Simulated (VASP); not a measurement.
# BN (F-43m) in VASP: notebook

BN is run at these levels: HSE06, r2SCAN; tasks: single point.

All numbers are computed with VASP 6.6.1; they aren't measurements. Logs are shortened: lines on timing, memory, paths and dates and some standing lists are left out, and cuts for length are marked.

**What was measured.**

A printed reference work, monograph reports, for a bulk crystal of BN at 300 K: band gap 6.4 eV (indirect).

How close the calculation comes is told below.

**1. The cell of the first run**

The structure is cubic, space group F-43m (No. 216). The conventional cell has a = 3.797 Å, b = 3.797 Å, c = 3.797 Å, α = 90.00°, β = 90.00°, γ = 90.00°. B (site symmetry -43m) has 4 N at 1.64 Å within 2.2 Å. Within 2.2 Å of N (site symmetry -43m) lie 4 B at 1.64 Å.

**2. Single point, HSE06 (strain +5.2%)**

POSCAR reads:

```
BN
1.0
    0.0000000000      1.8984949486      1.8984949486
    1.8984949486      0.0000000000      1.8984949486
    1.8984949486      1.8984949486      0.0000000000
B N
1 1
Direct
    0.0000000000      0.0000000000      0.0000000000
    0.2500000000      0.2500000000      0.2500000000
```

INCAR.step1 reads:

```
PREC = Accurate
ENCUT = 520
EDIFF = 1E-5
ISMEAR = 0
SIGMA = 0.01
LREAL = F
LASPH = T
NELM = 100
ALGO = Normal
ISIF = 2
LWAVE = T
LCHARG = F
GGA = PE
NBANDS = 11
```

INCAR.step2 reads:

```
PREC = Accurate
ENCUT = 520
EDIFF = 1E-6
ISMEAR = 0
SIGMA = 0.01
LREAL = F
LASPH = T
NELM = 100
ALGO = Normal
ISIF = 2
LWAVE = F
LCHARG = F
GGA = PE
LHFCALC = T
HFSCREEN = 0.2079
PRECFOCK = Normal
ISTART = 1
NBANDS = 11
```

KPOINTS reads:

```
Automatic mesh
0
Gamma
  8 8 8
```

Potentials or basis: VASP PAW PBE potentials, release 64 (B, N).

Launch:

```
cat potpaw_PBE.64/B/POTCAR potpaw_PBE.64/N/POTCAR > POTCAR
cp INCAR.step1 INCAR
mpirun -np 1 vasp_std > vasp.out
cp INCAR.step2 INCAR
mpirun -np 1 vasp_std > vasp.out
```

OUTCAR:

```text
PREC = Accurate
   ENCUT = 520
   EDIFF = 1E-6
   ISMEAR = 0
   LREAL = F
   LASPH = T
   NELM = 100
   ISIF = 2
   GGA = PE
   LHFCALC = T
   HFSCREEN = 0.2079
   PRECFOCK = Normal
   ISTART = 1

 ion  position               nearest neighbor table
   1  0.000  0.000  0.000-   2 1.64   2 1.64   2 1.64   2 1.64
   2  0.250  0.250  0.250-   1 1.64   1 1.64   1 1.64   1 1.64

  LATTYP: Found a face centered cubic cell.
 ALAT       =     3.7969898972

  Lattice vectors:

 A1 = (   0.0000000000,   1.8984949486,   1.8984949486)
 A2 = (   1.8984949486,   0.0000000000,   1.8984949486)
 A3 = (   1.8984949486,   1.8984949486,   0.0000000000)

Analysis of symmetry for initial positions (statically):
=====================================================================
 Subroutine PRICEL returns:
 Original cell was already a primitive cell.

 Routine SETGRP: Setting up the symmetry group for a
 face centered cubic supercell.

 Subroutine GETGRP returns: Found 24 space group operations
 (whereof 24 operations were pure point group operations)
 out of a pool of 48 trial point group operations.

The static configuration has the point symmetry T_d .

Analysis of symmetry for dynamics (positions and initial velocities):
=====================================================================
 Subroutine PRICEL returns:
 Original cell was already a primitive cell.

 Routine SETGRP: Setting up the symmetry group for a
 face centered cubic supercell.

 Subroutine GETGRP returns: Found 24 space group operations
 (whereof 24 operations were pure point group operations)
 out of a pool of 48 trial point group operations.

The dynamic configuration has the point symmetry T_d .

 Subroutine INISYM returns: Found 24 space group operations
 (whereof 24 operations are pure point group operations),
 and found     1 'primitive' translations

----------------------------------------------------------------------------------------

                                     Primitive cell

  volume of cell :      13.6854

  direct lattice vectors                    reciprocal lattice vectors
     0.000000000  1.898494949  1.898494949    -0.263366516  0.263366516  0.263366516
     1.898494949  0.000000000  1.898494949     0.263366516 -0.263366516  0.263366516
     1.898494949  1.898494949  0.000000000     0.263366516  0.263366516 -0.263366516

  length of vectors
     2.684877304  2.684877304  2.684877304     0.456164186  0.456164186  0.456164186

  position of ions in fractional coordinates (direct lattice)
     0.000000000  0.000000000  0.000000000
     0.250000000  0.250000000  0.250000000

  ion indices of the primitive-cell ions
   primitive index   ion index
                 1           1
                 2           2

----------------------------------------------------------------------------------------

 KPOINTS: Automatic mesh

Automatic generation of k-mesh.
 Grid dimensions read from file:
 generate k-points for:    8    8    8

 Generating k-lattice:

  Cartesian coordinates                     Fractional coordinates (reciprocal lattice)
    -0.032920814  0.032920814  0.032920814     0.125000000  0.000000000  0.000000000
     0.032920814 -0.032920814  0.032920814     0.000000000  0.125000000  0.000000000
     0.032920814  0.032920814 -0.032920814     0.000000000  0.000000000  0.125000000

  Length of vectors
     0.057020523  0.057020523  0.057020523

  Shift w.r.t. Gamma in fractional coordinates (k-lattice)
     0.000000000  0.000000000  0.000000000

 Subroutine IBZKPT returns following result:
 ===========================================

 Found     29 irreducible k-points:

 Following reciprocal coordinates:
            Coordinates               Weight
  0.000000  0.000000  0.000000      1.000000
  0.125000  0.000000  0.000000      8.000000
  0.250000  0.000000  0.000000      8.000000
  0.375000  0.000000  0.000000      8.000000
  0.500000  0.000000  0.000000      4.000000
  0.125000  0.125000  0.000000      6.000000
[... 16 lines left out ...]
  0.500000  0.250000  0.125000     48.000000
 -0.375000  0.250000  0.125000     24.000000
 [... further k-points ...]
   k-points           NKPTS =     29   k-points in BZ     NKDIM =    512   number of bands    NBANDS=     11
   number of dos      NEDOS =    301   number of ions     NIONS =      2
   total plane-waves  NPLWV =   8000
   dimension x,y,z NGX =    20 NGY =   20 NGZ =   20
   dimension x,y,z NGXF=    40 NGYF=   40 NGZF=   40
   ions per type =               1   1
   NGX,Y,Z   is equivalent  to a cutoff of  12.38, 12.38, 12.38 a.u.
   NGXF,Y,Z  is equivalent  to a cutoff of  24.77, 24.77, 24.77 a.u.
 SYSTEM =  unknown system
   PREC   = accura    normal or accurate (medium, high low for compatibility)
   ISTART =      1    job   : 0-new  1-cont  2-samecut
   ICHARG =      0    charge: 1-file 2-atom 10-const
   ISPIN  =      1    spin polarized calculation?
   LNONCOLLINEAR =      F non collinear calculations
   LSORBIT =      F    spin-orbit coupling
   LASPH  =      T    aspherical Exc in radial PAW
   ENCUT  =  520.0 eV  38.22 Ry    6.18 a.u.   4.99  4.99  4.99*2*pi/ulx,y,z
   NELM   =    100;   NELMIN=  2; NELMDL=  0     # of ELM steps
   EDIFF  = 0.1E-05   stopping-criterion for ELM
   LREAL  =      F    real-space projection
   EDIFFG = 0.1E-04   stopping-criterion for IOM
   NSW    =      0    number of steps for IOM
   IBRION =     -1    ionic relax: 0-MD 1-quasi-New 2-CG
   NFREE  =      0    steps in history (QN), initial steepest desc. (CG)
   ISIF   =      2    stress and relaxation
   ISYM   =      3    0-nonsym 1-usesym 2-fastsym
   POTIM  = 0.5000    time-step for ionic-motion
   TEBEG  =    0.0;   TEEND  =   0.0 temperature during run
   PSTRESS=    0.0 pullay stress
   NELECT =       8.0000    total number of electrons
   NUPDOWN=      -1.0000    fix difference up-down
   EMIN   =  10.00;   EMAX   =-10.00  energy-range for DOS
   EFERMI =   0.00;   METHOD = LEGACY
   ISMEAR =     0;   SIGMA  =   0.01  broadening in eV -4-tet -1-fermi 0-gaus
   EFERMI_NEDOS =   21; number of points for ismear=-14 and -15
   IALGO  =     38    algorithm
   IMIX   =      1    mixing-type and parameters
     AMIX     =   0.40;   BMIX     =  1.00
     AMIX_MAG =   1.60;   BMIX_MAG =  1.00
  volume/ion in A,a.u.               =       6.84        46.18
  Fermi-wavevector in a.u.,A,eV,Ry     =   1.368838  2.586729 25.493473  1.873717
  Thomas-Fermi vector in A             =   2.494767
   LORBIT       =      0    0 simple, 1 ext, 2 COOP (PROOUT), +10 PAW based schemes
   GGA     = PE    functional components
   LHFCALC =     T    Hartree Fock is set to
   PRECFOCK=normal    Normal, Fast or Accurate (Low or Medium for compatibility)
   ENCUT4O =  -1.0   cutoff for four orbital integrals eV
   NKREDX  =     1    reduce k-point grid by
   NKREDY  =     1    reduce k-point grid by
   NKREDZ  =     1    reduce k-point grid by
   AEXX    =    0.2500 exact exchange contribution
   HFSCREEN=    0.2079 screening length (either q_TF or 0.3 A-1)
   HFSCREENC=   0.2079 screening length for correlation (either q_TF or 0.3 A-1)
   ENCUTFOCK=  -1.0 apply spherical cutoff to Coloumb kernel
   IVDW    =     0    specifies the selected vdW correction
   LEPSILON=     F    determine dielectric tensor
   LRPA    =     F    only Hartree local field effects (RPA)
 non-spin polarized calculation
 Gauss-broadening in eV      SIGMA  =   0.01
  energy-cutoff  :      520.00
  volume of cell :       13.69
 maximum number of plane-waves:       380
  NGX = 16; NGY = 16; NGZ = 16

 number of electron       7.9999999 magnetization

 Free energy of the ion-electron system (eV)
  ---------------------------------------------------
  ext. energy  EPLUGINS =         0.00000000
  ---------------------------------------------------
  free energy    TOTEN  =       -19.97953914 eV

  energy without entropy =      -19.97953914  energy(sigma->0) =      -19.97953914

 E-fermi :   4.9149     XC(G=0):  -9.9395

 val. band max:        4.8733142211   @ k =   0.0000   0.0000   0.0000
 cond. band min:      10.4347325696   @ k =   0.5000   0.5000   0.0000
 fundamental gap:      5.5614183485
 Fermi energy:         4.9149241966

 k-point     1 :       0.0000    0.0000    0.0000
  band No.  band energies     occupation
      1     -15.5825      2.00000
      2       4.8733      2.00000
      3       4.8733      2.00000
      4       4.8733      2.00000
      5      14.5654      0.00000
      6      14.6638      0.00000
      7      14.6638      0.00000
      8      14.6638      0.00000
      9      28.8279      0.00000
     10      32.7879      0.00000
     11      32.7879      0.00000

 k-point     2 :       0.1250    0.0000    0.0000
  band No.  band energies     occupation
      1     -15.2223      2.00000
      2       3.0247      2.00000
      3       4.5268      2.00000
      4       4.5268      2.00000
      5      14.4534      0.00000
      6      15.1878      0.00000
      7      15.1878      0.00000
      8      16.2588      0.00000
      9      28.8289      0.00000
     10      29.8863      0.00000
     11      29.8863      0.00000

 k-point     3 :       0.2500    0.0000    0.0000
  band No.  band energies     occupation
      1     -14.1863      2.00000
      2      -0.5138      2.00000
      3       3.8268      2.00000
      4       3.8268      2.00000
      5      14.5882      0.00000
      6      16.0910      0.00000
      7      16.0910      0.00000
      8      18.5738      0.00000
      9      28.3064      0.00000
     10      28.8824      0.00000
     11      28.8824      0.00000

 k-point     4 :       0.3750    0.0000    0.0000
  band No.  band energies     occupation
      1     -12.7065      2.00000
      2      -3.8239      2.00000
      3       3.2550      2.00000
      4       3.2550      2.00000
      5      14.7202      0.00000
      6      16.4822      0.00000
      7      16.4822      0.00000
      8      20.1630      0.00000
      9      28.0497      0.00000
     10      30.2081      0.00000
     11      30.2081      0.00000

 k-point     5 :       0.5000    0.0000    0.0000
  band No.  band energies     occupation
      1     -11.7689      2.00000
      2      -5.4102      2.00000
      3       3.0447      2.00000
      4       3.0447      2.00000
      5      14.7699      0.00000
      6      16.5117      0.00000
      7      16.5117      0.00000
      8      20.6867      0.00000
      9      28.3099      0.00000
     10      30.9689      0.00000
     11      31.7508      0.00000
[... 211 lines left out ...]
 k-point    21 :       0.5000    0.5000    0.0000
  band No.  band energies     occupation
      1     -10.4950      2.00000
      2      -3.9484      2.00000
      3       0.2805      2.00000
      4       0.2805      2.00000
      5      10.4347      0.00000
      6      14.7140      0.00000
      7      23.0427      0.00000
      8      23.0427      0.00000
      9      25.6187      0.00000
     10      31.4087      0.00000
     11      38.0094      0.00000

 k-point    22 :       0.3750    0.2500    0.1250
  band No.  band energies     occupation
      1     -13.3106      2.00000
      2      -0.8310      2.00000
      3       1.1743      2.00000
      4       2.9590      2.00000
      5      14.2358      0.00000
      6      17.0528      0.00000
      7      17.9045      0.00000
      8      18.7376      0.00000
      9      24.7466      0.00000
     10      30.3790      0.00000
     11      31.8499      0.00000

 k-point    23 :       0.5000    0.2500    0.1250
  band No.  band energies     occupation
      1     -11.9476      2.00000
      2      -3.1644      2.00000
      3       0.3021      2.00000
      4       2.1183      2.00000
      5      15.0936      0.00000
      6      16.7268      0.00000
      7      18.7702      0.00000
      8      19.9757      0.00000
      9      25.3378      0.00000
     10      29.9209      0.00000
     11      32.0939      0.00000

 k-point    24 :      -0.3750    0.2500    0.1250
  band No.  band energies     occupation
      1     -11.1270      2.00000
      2      -4.4536      2.00000
      3       0.1768      2.00000
      4       1.6739      2.00000
      5      15.4361      0.00000
      6      16.3361      0.00000
      7      19.4831      0.00000
      8      20.9551      0.00000
      9      24.7444      0.00000
     10      30.4875      0.00000
     11      32.1343      0.00000

 [... further k-points ...]
[... 5 lines left out ...]
  --------------------------------------------------------------------------------------
  -------------------------------------------------------------------------------------
  Total       -4.1691665     -4.1691665     -4.1691665      0.0000000     -0.0000000     -0.0000000
  in kB     -488.0917706   -488.0917706   -488.0917706      0.0000000     -0.0000000     -0.0000000
  external PRESSURE =    -488.0917706 kB  Pullay stress =       0.0000000 kB

 VOLUME and BASIS-vectors are now :
 -----------------------------------------------------------------------------
  energy-cutoff  :      520.00
  volume of cell :       13.69
      direct lattice vectors                 reciprocal lattice vectors
     0.000000000  1.898494949  1.898494949    -0.263366516  0.263366516  0.263366516
     1.898494949  0.000000000  1.898494949     0.263366516 -0.263366516  0.263366516
     1.898494949  1.898494949  0.000000000     0.263366516  0.263366516 -0.263366516

 POSITION                                       TOTAL-FORCE (eV/Angst)
 -----------------------------------------------------------------------------------
      0.00000      0.00000      0.00000        -0.000000     -0.000000     -0.000000
      0.94925      0.94925      0.94925         0.000000      0.000000      0.000000
 -----------------------------------------------------------------------------------
    total drift:                                0.000000     -0.000000     -0.000000

  FREE ENERGIE OF THE ION-ELECTRON SYSTEM (eV)
  ---------------------------------------------------
  free  energy   TOTEN  =       -19.9795391442 eV

  energy  without entropy=      -19.9795391442  energy(sigma->0) =      -19.97953914
```

It took 9 min on 1 thread of Intel Xeon 6975P-C, shared host; peak memory 0.23 GiB.

Results:

```yaml
Free_energy: -19.9795 eV
Pressure: -48.8 GPa
Band_gap_on_the_k_mesh: 5.56 eV (least direct gap 9.69 eV)
```

Caveat: the cell differs from its parent crystal (strain +5.2%); the cell stands under tension; the PAW data sets were made with another functional, which shifts forces and pressure a little. A k mesh can miss the band edges.

**3. Single point, r2SCAN**

This run uses another cell than the first one, of 5.88 Å³/atom.

POSCAR reads:

```
BN
1.0
    0.0000000000      1.8048245542      1.8048245542
    1.8048245542      0.0000000000      1.8048245542
    1.8048245542      1.8048245542      0.0000000000
B N
1 1
Direct
    0.0000000000      0.0000000000      0.0000000000
    0.2500000000      0.2500000000      0.2500000000
```

INCAR.step1 reads:

```
SYSTEM = BN
PREC     = Accurate       ! precision mode
ENCUT    = 1460           ! plane-wave cutoff, eV
ISMEAR   = 0              ! smearing method
SIGMA    = 0.01           ! smearing width, eV
LREAL    = .False.        ! projectors in reciprocal space
LASPH    = .True.         ! aspherical terms in the spheres
NELM     = 120            ! most SCF steps
NBANDS   = 11             ! bands
GGA      = PE             ! functional
ALGO     = Normal         ! electronic algorithm
EDIFF    = 1E-5           ! SCF threshold, eV
LWAVE    = .True.         ! write WAVECAR
LCHARG   = .False.        ! write CHGCAR
GGA_COMPAT= .False.
```

INCAR.step2 reads:

```
SYSTEM = BN
PREC     = Accurate       ! precision mode
ENCUT    = 1460           ! plane-wave cutoff, eV
EDIFF    = 1E-6           ! SCF threshold, eV
ISMEAR   = 0              ! smearing method
SIGMA    = 0.01           ! smearing width, eV
LREAL    = .False.        ! projectors in reciprocal space
LASPH    = .True.         ! aspherical terms in the spheres
NELM     = 120            ! most SCF steps
ALGO     = Normal         ! electronic algorithm
ISIF     = 2              ! what is computed and relaxed
LWAVE    = .False.        ! write WAVECAR
LCHARG   = .True.         ! write CHGCAR
METAGGA  = R2SCAN         ! meta-GGA
LMIXTAU  = .True.       
LELF     = .True.         ! ELF
LVHAR    = .True.       
NBANDS   = 11             ! bands
ISTART   = 1            
GGA_COMPAT= .False.
```

KPOINTS reads:

```
Automatic mesh
0
Gamma
  12 12 12
  0 0 0
```

Potentials or basis: VASP PAW PBE potentials, release 64 (B_h, N_h).

Launch:

```
cat potpaw_PBE.64/B_h/POTCAR potpaw_PBE.64/N_h/POTCAR > POTCAR
cp INCAR.step1 INCAR
mpirun -np 1 vasp_std > vasp.out
cp INCAR.step2 INCAR
mpirun -np 1 vasp_std > vasp.out
```

OUTCAR:

```text
SYSTEM = BN
   PREC = Accurate
   ENCUT = 1460
   EDIFF = 1E-6
   ISMEAR = 0
   LREAL = .False.
   LASPH = .True.
   NELM = 120
   ISIF = 2
   METAGGA = R2SCAN
   ISTART = 1

 ion  position               nearest neighbor table
   1  0.000  0.000  0.000-
   2  0.250  0.250  0.250-

  LATTYP: Found a face centered cubic cell.
 ALAT       =     3.6096491084

  Lattice vectors:

 A1 = (   0.0000000000,   1.8048245542,   1.8048245542)
[... 511 lines left out ...]
      4       6.3147      2.00000
      5      19.0269      0.00000
      6      22.0591      0.00000
      7      22.1473      0.00000
      8      25.8716      0.00000
      9      31.4121      0.00000
     10      35.6088      0.00000
     11      37.3377      0.00000

 [... further k-points ...]
[... 5 lines left out ...]
  --------------------------------------------------------------------------------------
  -------------------------------------------------------------------------------------
  Total       -0.0320306     -0.0320306     -0.0320306      0.0000000      0.0000000      0.0000000
  in kB       -4.3645671     -4.3645671     -4.3645671      0.0000000      0.0000000      0.0000000
  external PRESSURE =      -4.3645671 kB  Pullay stress =       0.0000000 kB

 VOLUME and BASIS-vectors are now :
 -----------------------------------------------------------------------------
  energy-cutoff  :     1460.00
  volume of cell :       11.76
      direct lattice vectors                 reciprocal lattice vectors
     0.000000000  1.804824554  1.804824554    -0.277035238  0.277035238  0.277035238
     1.804824554  0.000000000  1.804824554     0.277035238 -0.277035238  0.277035238
     1.804824554  1.804824554  0.000000000     0.277035238  0.277035238 -0.277035238

 POSITION                                       TOTAL-FORCE (eV/Angst)
 -----------------------------------------------------------------------------------
      0.00000      0.00000      0.00000         0.000000      0.000000      0.000000
      0.90241      0.90241      0.90241        -0.000000     -0.000000     -0.000000
 -----------------------------------------------------------------------------------
    total drift:                               -0.000000     -0.000000     -0.000000

  FREE ENERGIE OF THE ION-ELECTRON SYSTEM (eV)
  ---------------------------------------------------
  free  energy   TOTEN  =       -19.2039958753 eV

  energy  without entropy=      -19.2039958753  energy(sigma->0) =      -19.20399588
```

Wall time 72 s (1 thread of Intel Xeon Platinum 8259CL at 2.50GHz (Skylake/Cascade Lake), shared host); peak memory 0.2 GiB.

What came out:

```
Free energy            : -19.2040 eV
Pressure               : -0.4 GPa
Band gap on the k mesh : 5.00 eV (least direct gap 9.57 eV)
```

Caveat: the PAW data sets were made with another functional, which shifts forces and pressure a little.

**4. Comparison with measurements**

Step 3. Measured gap of BN: 6.4 eV (indirect; 300 K; a printed reference work, monograph). This calculation gives 5.00 eV (-1.40 eV). The value is that of r2SCAN on a finite k mesh, which can miss the band edges, without temperature or zero-point motion.
